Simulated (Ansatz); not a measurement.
# FeGe2 (I4/mcm) in Ansatz: relaxation of cell and atoms with PBEsol

Aim: the relaxation of cell and atoms of FeGe2 with PBEsol.

All numbers are computed with Ansatz 0.2.0; they aren't measurements. Logs are shortened: lines on timing, memory, paths and dates and some standing lists are left out, and cuts for length are marked.

### Step 1. Starting point

The structure is tetragonal, space group I4/mcm (No. 140). Conventional cell: a = 5.919 Å, b = 5.919 Å, c = 4.903 Å, α = 90.00°, β = 90.00°, γ = 90.00°. Ge (site symmetry m2m) has 4 Fe at 2.55 Å and 3 Ge at 2.59 to 2.92 Å as nearest neighbours. Fe (site symmetry 422) is surrounded by 2 Fe at 2.45 Å and 8 Ge at 2.55 Å.

The cell is a database's computed one.

### Step 2. Relaxation of cell and atoms, PBEsol, collinear spin, ferromagnetic start

File input.yaml:

```yaml
crystal:
  lattice:
    - [-2.9595565636, 2.9595565636, 2.45140301]
    - [2.9595565636, -2.9595565636, 2.45140301]
    - [2.9595565636, 2.9595565636, -2.45140301]
  atoms:
    - { symbol: Ge, position: [0.84510739, 0.34510739, 0.19021478] }
    - { symbol: Ge, position: [0.65489261, 0.84510739, 0.5] }
    - { symbol: Ge, position: [0.34510739, 0.15489261, 0.5] }
    - { symbol: Ge, position: [0.15489261, 0.65489261, 0.80978522] }
    - { symbol: Fe, position: [0.25, 0.25, 0.0], spin: 3.0 }
    - { symbol: Fe, position: [0.75, 0.75, 0.0], spin: 3.0 }
hamiltonian:
  xc: pbesol
  pseudopotentials: { kind: paw }
magnetization:
  spin_polarized: true
kpoints:
  mp_grid: { grid: [7, 7, 7] }
scf:
  occupations: { method: fermi_dirac, width: 0.05 }
output:
  forces: true
  stress: true
  eigenvalues: true
  write_density: true
  write_potential: true
  elf: true
  volumetric_format: npy
relax:
  f_tol: 0.01
  max_steps: 40
  cell: { stress_tol: 0.05 }
```

Potentials or basis: Ansatz PAW.

Launch:

```console
$ ansatz run input.yaml --threads 2 --pin off --max-ram 5632MiB --backend cpu --events-out ev --progress --plain --runs-dir out
```

Output:

```text
Warning: RAYON_NUM_THREADS=2 ignored (pool sized by the plan → 2); use --threads N
Engine: ansatz 0.2.0, aarch64-unknown-linux-gnu
Pseudopotentials: kind: paw
Pseudopotential: Ge, paw, valence charge 14, recommended cutoff 420 eV (normal), Ge.paw.azcp
Pseudopotential: Fe, paw, valence charge 16, recommended cutoff 420 eV (normal), Fe.paw.azcp
Functional definition: PBEsol
  exchange = pbesol_x
  correlation = pbesol_c
Crystal: 6 atoms, lattice volume = 85.887 Å³
Basis set: ecut = 420 eV, 1657 PW (Γ), exchange–correlation on 72×72×72 points (8 copies of the dense FFT grid, shifted against one another)
Bands: 57, of which v1, the nominal top of the filled ones, is band 44 counted from 1 (43 counted from 0)
Symmetry: 16 space group operations
Space group: I4/mcm (ITA 140), of the structure as read, at distance tolerance 4.4e-5 Å
Magnetic group: BNS 140.541 (UNI 1201), of the structure as read, at distance tolerance 4.4e-5 Å
k-points: 40 of 343
Non-local potential: Ge, projectors of the file, l = 0: 2, l = 1: 2, l = 2: 3, l = 3: 1
Non-local potential: Fe, projectors of the file, l = 0: 3, l = 1: 2, l = 2: 3, l = 3: 1
PAW form: soft (Blöchl's): semilocal exchange-correlation on the pseudo side does not see the compensation charge
PAW frozen core: Ge, regenerated for the run's functional, and the local potential with it (the file was generated under x = pbe(κ = 0.804, μ = 0.2195149727645171), c = pbe(β = 0.06672455060314922))
PAW frozen core: Fe, regenerated for the run's functional, and the local potential with it (the file was generated under x = pbe(κ = 0.804, μ = 0.2195149727645171), c = pbe(β = 0.06672455060314922))
PAW one-centre angular grid: Ge, 590 points (default); XC on 64 Gauss nodes
PAW one-centre angular grid: Fe, 590 points (default); XC on 64 Gauss nodes
Initial density: superposition of atomic densities (chi_scale 0.1, normalization cell)
Starting moments: Σ|m| = 6 μB on 2 of 6 sites
Initial wavefunctions: pseudopotential atomic-orbital guess
Functional: x = pbesol(κ = 0.804, μ = 0.12345679012345678), c = pbesol(β = 0.046)
iter 1 solved again at ethr=1.95e-3 eV; its pass at ethr=3.10e-3 eV (dr2=1.71e0 eV) is discarded
SCF iter   1: F=—  HF=-25910.390949 eV  |F-HF|=—  |Δ(HF+E_count)|=         —  Δρ=3.92e-2 (↑3.92e-2 ↓2.64e-2)  dr2=1.73e0  dr2_m=3.26e-1  M=4.322 μB ∫|m|=5.406 μB  β_m=0.30  ethr=1.95e-3  ⟨swp⟩=1.4  Hψ=19770  notcnv=0
Mixer restart at iter 1: flushing history
preconditioner: auto → Kerker (q_TF=auto, 2.739 Å⁻¹)  [metal: Δε(μ)=0.018 eV  Ē_g=19.431 eV  σ=0.050 eV  W_gap=0.09  n_scr=34 (ndim 8)  ℏωp=34.0 eV  f_vac=0.000  D(μ)=3.35/eV (n_scr^D=18)]
spin=Collinear: Kerker preconditioning applied to the charge; magnetization (m = ρ↑ − ρ↓) channel mixes plain (no charge-response kernel on spin).
SCF iter   2: F=—  HF=-25910.335170 eV  |F-HF|=—  |Δ(HF+E_count)|=   5.58e-2  Δρ=2.60e-2 (↑2.05e-2 ↓2.60e-2)  dr2=1.20e0  dr2_m=2.70e-1  M=4.101 μB ∫|m|=5.217 μB  β_m=0.48  ethr=1.95e-3  ⟨swp⟩=2.0  Hψ=5673  notcnv=0
SCF iter   3: F=—  HF=-25911.437364 eV  |F-HF|=—  |Δ(HF+E_count)|=    1.10e0  Δρ=2.86e-2 (↑1.54e-2 ↓2.86e-2)  dr2=1.31e0  dr2_m=2.89e-1  M=3.797 μB ∫|m|=4.891 μB  β_m=0.45  ethr=1.37e-3  ⟨swp⟩=2.0  Hψ=5869  notcnv=0  defer=191
SCF iter   4: F=—  HF=-25912.315179 eV  |F-HF|=—  |Δ(HF+E_count)|=   8.78e-1  Δρ=2.13e-2 (↑1.37e-2 ↓2.13e-2)  dr2=6.28e-1  dr2_m=2.01e-1  M=3.346 μB ∫|m|=4.368 μB  β_m=0.28  ethr=1.37e-3  ⟨swp⟩=2.2  Hψ=6115  notcnv=0  defer=266
SCF iter   5: F=—  HF=-25912.494148 eV  |F-HF|=—  |Δ(HF+E_count)|=   1.79e-1  Δρ=1.89e-2 (↑1.89e-2 ↓7.30e-3)  dr2=2.34e-1  dr2_m=7.80e-2  M=3.103 μB ∫|m|=4.002 μB  β_m=0.73  ethr=7.14e-4  ⟨swp⟩=2.2  Hψ=6327  notcnv=0  defer=253
SCF iter   6: F=—  HF=-25912.550212 eV  |F-HF|=—  |Δ(HF+E_count)|=         —  Δρ=1.66e-2 (↑1.66e-2 ↓4.21e-3)  dr2=2.74e-1  dr2_m=5.07e-2  M=2.427 μB ∫|m|=3.046 μB  β_m=0.73  ethr=2.66e-4  ⟨swp⟩=2.8  Hψ=7204  notcnv=0  defer=253
Mixer restart at iter 6: flushing history
[... 77 lines left out ...]
SCF 5 converged in 9 iterations: F = -25912.645583 eV  dr2 = 1.32e-11
relax step   5: F+E_penalty+E_count = -25912.64558256 eV  Δ(F+E_penalty+E_count) = +1.146e-3 eV  max|allowed force component| = 2.948e-5 eV/Å  Δτ_max = 0.0000 Å  P = -0.003 GPa  Ω = 82.315 Å³  stress off target by 3.29e-3 GPa  SCF on the basis re-selected at this cell (its energy is not comparable with the rows above)  (9 SCF iters)
basis re-selected at this cell: Δ(F+E_penalty+E_count) = +1.146e-3 eV, ΔP = +0.001 GPa vs the last step (what re-selecting the basis moved, of the pressure what is left beyond the Pulay correction that the steps carried, after the strain that the cell walked since its last selection, with what the two solves' SCF thresholds leave and, on support functions, any second-order correction that the steps lacked; it is no measure of the basis error at this ecutwfc). The dense FFT grid was sized anew with the basis: this SCF ran on 32×32×32 points, the steps before it on 36×36×36, so part of this shift can come from that change (see relax.cell in the input reference). This SCF's stress stands 3.29e-3 GPa from its target on what of the cell is left free (relax.cell.stress_tol is 5.00e-2 GPa) and its largest allowed force component is 2.95e-5 eV/Å (relax.f_tol is 1.00e-2 eV/Å): within both
SCF converged after 9 iterations
Magnetization: 2.1376 μB (45.0688 up, 42.9312 down)
Absolute magnetization: 2.6429 μB (∫|ρ↑−ρ↓|, with the PAW one-centre terms)
Spin contamination: 0.0826 ħ² per cell (⟨S²⟩ above its minimum at these occupations)
Per-site moments (μB) at R_I (Å): [(-0.03352797723666128, 1.0349968764624322), (-0.0335279772366611, 1.0349968764624322), (-0.033527977236661136, 1.0349968764624322), (-0.03352797723666128, 1.0349968764624322), (1.1691975242516945, 1.0063186158443123), (1.1691975242516948, 1.0063186158443123)]
Free energy (F): -25912.645583 eV
Harris-Foulkes:  -25912.645583 eV  (|F-HF|=1.46e-11)
Internal energy: -25912.621279 eV  (E = F + TS)
E sigma→0 (E₀):  -25912.633431 eV
Entropy (-TS):   -0.024303 eV (-4.051 meV/atom)
Fermi energy:    15.779119 eV
--- Per-component energies (eV) ---
  E_band       = -715.127062
  E_kinetic    = 1163.969267
  E_local      = -12479.372988  (includes V_loc(G=0)·N_el)
  E_nonlocal   = 2115.249634
  E_hartree    = 5450.002824
  E_xc         = -541.268477
  E_vxc        = -571.277722  (∫ρ·V_xc dr)
  E_paw        = -10583.975481  (= ΣΔE_a)
  E_vpaw       = -1843.703688  (= ΣTr[D̂ρ^β])
  E_aug_tail   = 0.003035  (compensation charges beyond the density's cutoff)
  E_ewald      = -11041.259240
  E_core_change = 4.030148  (= ΣΔE_core)
  E_smearing   = -0.024303  (= −TS)
  E_closure    = 0.000000  (closes the sum)
  Σ components = -25912.645583   (vs F -25912.645583, Δ=0.00e0)
--- Forces (eV/Å), atoms counted from 1 ---
  atom   1  Ge    -0.00002948    -0.00002948    -0.00000000
  atom   2  Ge    -0.00002948     0.00002948     0.00000000
  atom   3  Ge     0.00002948    -0.00002948     0.00000000
  atom   4  Ge     0.00002948     0.00002948     0.00000000
  atom   5  Fe     0.00000000     0.00000000     0.00000000
  atom   6  Fe     0.00000000     0.00000000     0.00000000
  max |Σ_I F_I| component: 4.16e-17 eV/Å
--- Stress (GPa, compression-positive) ---
       -0.003290       0.000000       0.000000
        0.000000      -0.003290      -0.000000
        0.000000      -0.000000      -0.002556
  P = ⅓ Tr σ = -0.0030 GPa (-0.030 kbar)
--- Band table (eV; the first three rows and the last of 80) ---
  k-point 0 ↑: bands = ["-71.5226", "-71.4830", "-38.1246", "-37.8071", "-37.6226", "-37.6226", "-37.5875", "-37.5875", "-8.9444", "-8.9263", "-8.9209", "-8.9114", "-8.8950", "-8.8950", "-8.8831", "-8.8831", "-8.8648", "-8.8451", "-8.8329", "-8.8329", "-8.8256", "-8.8138", "-8.8080", "-8.8024", "-8.8024", "-8.7667", "-8.7667", "-8.7620", "1.8965", "8.2567", "9.2060", "9.2060", "11.4185", "11.4185", "11.6721", "11.7069", "12.2967", "13.0425", "13.1792", "13.1792", "13.6250", "13.6636", "14.3212", "14.5439", "14.7728", "14.7728", "16.1175", "16.1175", "16.3357", "16.4672", "20.2585", "21.2982", "21.2982", "21.5187", "23.1749", "24.3197", "27.5087"]
  k-point 1 ↑: bands = ["-71.5226", "-71.4830", "-38.1246", "-37.8072", "-37.6228", "-37.6226", "-37.5875", "-37.5874", "-8.9489", "-8.9324", "-8.9313", "-8.9078", "-8.8937", "-8.8915", "-8.8836", "-8.8760", "-8.8571", "-8.8422", "-8.8386", "-8.8380", "-8.8166", "-8.8125", "-8.8104", "-8.8054", "-8.8011", "-8.7757", "-8.7649", "-8.7537", "2.0770", "7.7394", "8.7845", "9.2755", "10.8419", "11.4563", "11.9432", "12.1531", "12.4202", "12.5534", "13.1166", "13.2073", "13.4451", "14.1012", "14.3641", "14.7521", "14.7638", "15.3085", "16.0909", "16.7329", "16.7561", "16.8192", "19.6985", "20.3160", "20.4301", "23.0978", "24.1464", "24.3200", "26.1696"]
  k-point 2 ↑: bands = ["-71.5226", "-71.4830", "-38.1247", "-37.8072", "-37.6233", "-37.6226", "-37.5875", "-37.5873", "-8.9605", "-8.9470", "-8.9354", "-8.8980", "-8.8933", "-8.8846", "-8.8846", "-8.8667", "-8.8559", "-8.8504", "-8.8443", "-8.8278", "-8.8194", "-8.8120", "-8.8055", "-8.8025", "-8.7989", "-8.7828", "-8.7595", "-8.7499", "2.6088", "6.3653", "8.3089", "9.4550", "11.0382", "11.4673", "11.5442", "11.8287", "12.4651", "12.6029", "13.0992", "13.3370", "13.7296", "14.0723", "14.3621", "14.7072", "14.7688", "16.3957", "16.4748", "17.3917", "17.9156", "18.0429", "18.9925", "19.8875", "21.0548", "22.6614", "23.2754", "23.4614", "27.0860"]
  k-point 39 ↓: bands = ["-70.1880", "-70.1470", "-36.6194", "-36.4284", "-36.4284", "-36.3903", "-36.3903", "-36.2811", "-8.9745", "-8.9738", "-8.9700", "-8.9251", "-8.8856", "-8.8826", "-8.8708", "-8.8702", "-8.8608", "-8.8599", "-8.8590", "-8.8256", "-8.8214", "-8.8146", "-8.8045", "-8.8041", "-8.8014", "-8.7951", "-8.7683", "-8.7680", "4.8500", "5.9901", "6.4470", "7.4149", "9.1750", "9.2018", "12.1631", "12.3836", "13.4821", "13.6439", "14.3266", "15.0628", "15.1310", "16.0386", "16.1750", "16.1792", "16.6361", "16.9501", "18.0673", "18.7043", "19.7312", "20.0186", "20.2905", "21.2649", "21.7571", "22.5490", "23.3257", "25.4404", "25.6647"]
--- Relaxed structure (4 steps of the walk, 4 accepted, 1 SCFs on fresh bases) ---
  F+E_penalty+E_count = -25912.64558256 eV   max|allowed force component| = 2.948e-5 eV/Å   (the final SCF, on the basis selected at the relaxed cell)
  cell:  # Å, volume = 82.3154 Å³
    - [-2.904388906085129, 2.904388906085129, 2.4395602808346966]
    - [2.904388906085129, -2.904388906085129, 2.4395602808346966]
    - [2.904388906085129, 2.904388906085129, -2.4395602808346966]
  atoms:
    - { symbol: Ge, position: [0.8434950786457516, 0.3434950786457516, 0.18699015729150323] }
    - { symbol: Ge, position: [0.6565049213542484, 0.8434950786457517, 0.5000000000000001] }
    - { symbol: Ge, position: [0.3434950786457517, 0.1565049213542484, 0.5000000000000001] }
    - { symbol: Ge, position: [0.1565049213542484, 0.6565049213542483, 0.8130098427084967] }
    - { symbol: Fe, position: [0.25, 0.25, 6.100886603883981e-20] }
    - { symbol: Fe, position: [0.75, 0.75, 6.100886603883967e-20] }
```

It took 83 s on 2 threads of Arm Neoverse V2, shared host; peak memory 0.62 GiB.

Results:

```
Free energy                            : -25912.6456 eV
Relaxed volume                         : 13.72 Å³/atom
Relaxed cell                           : a = 4.777 Å, b = 4.777 Å, c = 4.777 Å, α = 105.12°, β = 105.12°, γ = 118.58°
Space group after relaxing (to 0.05 Å) : I4/mcm (No. 140)
Energy gained by relaxing              : 12.2 meV/atom
Ionic steps                            : 5
Pressure after relaxing                : 0.0 GPa
Band gap on the k mesh                 : none (metal or under the smearing width)
Net moment                             : 2.14 μB per cell
Absolute moment                        : 2.64 μB per cell
Site moments                           : Ge -0.03; Fe +1.17 μB
```

Step by step:
| step | energy change (eV) | largest force (eV/Å) | volume (Å³) |
| --- | --- | --- | --- |
| 1 | 0.0000 | 0.1534 | 85.89 |
| 2 | -0.0715 | 0.0650 | 82.88 |
| 3 | -0.0744 | 0.0000 | 82.25 |
| 4 | -0.0744 | 0.0001 | 82.32 |
| 5 | -0.0733 | 0.0000 | 82.32 |

Final structure:
```
CELL_PARAMETERS angstrom
-2.90439 2.90439 2.43956
2.90439 -2.90439 2.43956
2.90439 2.90439 -2.43956
ATOMIC_POSITIONS crystal
Ge 0.84350 0.34350 0.18699
Ge 0.65650 0.84350 0.50000
Ge 0.34350 0.15650 0.50000
Ge 0.15650 0.65650 0.81301
Fe 0.25000 0.25000 0.00000
Fe 0.75000 0.75000 0.00000
```

Levels at points of the mesh, in eV from the Fermi level:
Spin up:
| k point | band 41 | band 42 | band 43 | band 44 | band 45 | band 46 | band 47 | band 48 | band 49 | band 50 |
| --- | --- | --- | --- | --- | --- | --- | --- | --- | --- | --- |
| (0.00, 0.00, 0.00) | -2.15 | -2.12 | -1.46 | -1.24 | -1.01 | -1.01 | 0.34 | 0.34 | 0.56 | 0.69 |
Spin down:
```csv
k point,band 41,band 42,band 43,band 44,band 45,band 46
"(0.00, 0.00, 0.00)",-2.08,-1.78,-0.57,-0.51,0.53,0.53
```

Caveat: the plane-wave basis is chosen anew once the cell has moved, so the energies of steps on either side of that aren't comparable; the PAW data sets come from PBE, with cores solved anew for the run's functional, which leaves a small shift of forces and pressure.
